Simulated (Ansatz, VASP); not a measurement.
## Sb: VASP beside Ansatz

INCAR

```
PREC = Accurate ; ENCUT = 520
EDIFF = 1E-6 ; ISMEAR = -1
SIGMA = 0.1 ; LREAL = F
LASPH = T ; NELM = 60
ALGO = Normal ; ISIF = 2
LWAVE = F ; LCHARG = F
GGA = PS ; NBANDS = 8
```

KPOINTS

```
regular mesh
0
Gamma
  15 15 15
```

Contents of POSCAR:

```
Sb
1.0
    0.0000000000      1.8959506550      1.8959506550
    1.8959506550      0.0000000000      1.8959506550
    1.8959506550      1.8959506550      0.0000000000
Sb
1
Direct
    0.0000000000      0.0000000000      0.0000000000
```

Input for Ansatz:

```yaml
crystal:
  lattice:
    - [0.0, 1.895950655, 1.895950655]
    - [1.895950655, 0.0, 1.895950655]
    - [1.895950655, 1.895950655, 0.0]
  atoms:
    - { symbol: Sb, position: [0.0, 0.0, 0.0] }
kpoints:
  mp_grid: { grid: [15, 15, 15] }
scf:
  occupations: { method: fermi_dirac, width: 0.1 }
hamiltonian:
  xc: pbesol
  pseudopotentials: { kind: paw }
output:
  forces: true
  stress: true
  eigenvalues: true
  populations: true
```

Change from the starting cell: volume scaled by 0.52, PAW files.

Alike in both runs: task single point; functional PBEsol; k mesh 15 × 15 × 15; occupations fermi-dirac, width 0.1 eV; no spin polarisation.

|  | VASP | Ansatz |
| --- | --- | --- |
| version | VASP 6.6.1 | Ansatz 0.2.0 |
| potentials or method | VASP PAW PBE potentials, release 64 (Sb) | PAW with Ansatz's default frozen-core files, scalar-relativistic |
| plane-wave cutoff (eV) | 520 | 420 |
| valence electrons in the cell | 5 | 15 |

|  | VASP | Ansatz | Ansatz less VASP |
| --- | --- | --- | --- |
| pressure (GPa) | 204.2 | 197.1 | -7.09 |

The two sets of potentials don't hold the same shells in valence.

Caveats: the cell as given lies far from equilibrium; so large a pressure means that the cell lies far from this level's equilibrium, or that cutoff or potentials fall short (VASP); the potentials were made for another functional, which shifts forces and pressure (VASP). Spin-orbit coupling is left out, which matters for the levels of Sb.
